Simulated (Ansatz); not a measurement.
## C (Fd-3m), frozen normal mode

Computed with DFT r2SCAN, scalar-relativistic, plane waves, PAW (Ansatz). Settings: plane waves to 500 eV, k-mesh 12×12×10 (Γ-centred), Gaussian smearing 0.05 eV. No spin polarisation. Energies are free energies at this smearing, counted from the undisturbed cell; pressure is positive in compression.

The starting cell (relaxed at this level):

```yaml
crystal:
  lattice:
    - [0.00000, -1.78014, -1.78014]
    - [-1.78014, 0.00000, -1.78014]
    - [1.78014, 1.78014, -3.56028]
  atoms:
    - { symbol: C, position: [0.75000, 0.75000, 0.75000] }
    - { symbol: C, position: [0.25000, 0.25000, 0.25000] }
    - { symbol: C, position: [0.37500, 0.37500, 0.87500] }
    - { symbol: C, position: [0.87500, 0.87500, 0.37500] }
```

A zone-centre mode of this cell is frozen in: each atom moves by x times its row below, so x is the largest displacement.
```
atom ux uy uz
  C1  -0.408   0.817   0.408
  C2   0.408  -0.817  -0.408
  C3  -0.408   0.817   0.408
  C4   0.408  -0.817  -0.408
```

| x (Å) | ΔE (meV/cell) | force along the mode (eV/Å) | pressure (GPa) |
| --- | --- | --- | --- |
| -0.1200 | 401.7 | 6.72 | -0.4 |
| -0.0600 | 100.1 | 3.34 | -0.1 |
| 0.0000 | 0.0 | 0.00 | 0.0 |
| 0.0150 | 6.2 | -0.83 | 0.0 |
| 0.0300 | 25.0 | -1.67 | 0.0 |
| 0.0450 | 56.3 | -2.50 | -0.1 |
| 0.0750 | 156.5 | -4.18 | -0.2 |
| 0.0900 | 225.5 | -5.03 | -0.2 |
| 0.1050 | 307.3 | -5.87 | -0.3 |

By symmetry 0.1200 repeats -0.1200, -0.0900 repeats 0.0900, 0.0600 repeats -0.0600, -0.0300 repeats 0.0300 in energy, with the opposite slope along the path.

Cost: 9 runs of about 2.8 core-minutes in all, on Oxide Virtual Turin-like Processor (Zen 5) (shared hosts).